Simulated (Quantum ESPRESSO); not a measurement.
MgB2 under changes of volume

One of the cells (9.679 Å³/atom); the others are scaled copies at fixed shape and fractional positions:

```xyz
3
Lattice="3.0850 0.0000 0.0000 -1.5425 2.6717 0.0000 0.0000 0.0000 3.5230" Properties=species:S:1:pos:R:3 pbc="T T T"
Mg    0.0000    0.0000    0.0000
B     1.5425    0.8906    1.7615
B     0.0000    1.7811    1.7615
```

```yaml
Program: Quantum ESPRESSO 7.5
Functional: PBEsol
Potentials_or_basis: GBRV 1.5 PBEsol
Cutoff: 612 eV
Density_cutoff: 4898 eV
k_mesh: 10 × 10 × 8
Occupations: fermi-dirac, width 0.05 eV
Spin: no spin polarisation
```

| volume (Å³/atom) | energy over the lowest point (meV/atom) | pressure (GPa) |
| --- | --- | --- |
| 9.098 | 8.63 | 7.0 |
| 9.292 | 2.20 | 3.4 |
| 9.485 | 0.00 | 0.1 |
| 9.679 | 1.64 | -3.0 |
| 9.873 | 6.79 | -5.7 |
| 10.066 | ? | ? |
| 10.260 | 26.38 | -10.5 |

Problem. What does the run at 10.066 Å³/atom give?

Solution. Energy over the lowest point 15.13 meV/atom; pressure -8.2 GPa.

Worked out: A Birch-Murnaghan fit of order 3 (a polynomial in V^(-2/3)) to the other rows has its minimum at 9.50 Å³/atom with B0 = V·E''(V) = 155 GPa and B' = 3.5 at fixed shape and positions, which overstates the stiffness. It gives 15.10 meV/atom at 10.066 Å³/atom, against the run's 15.13, and -dE/dV = -8.1 GPa, against -8.2.

Energies are extrapolated to zero smearing.
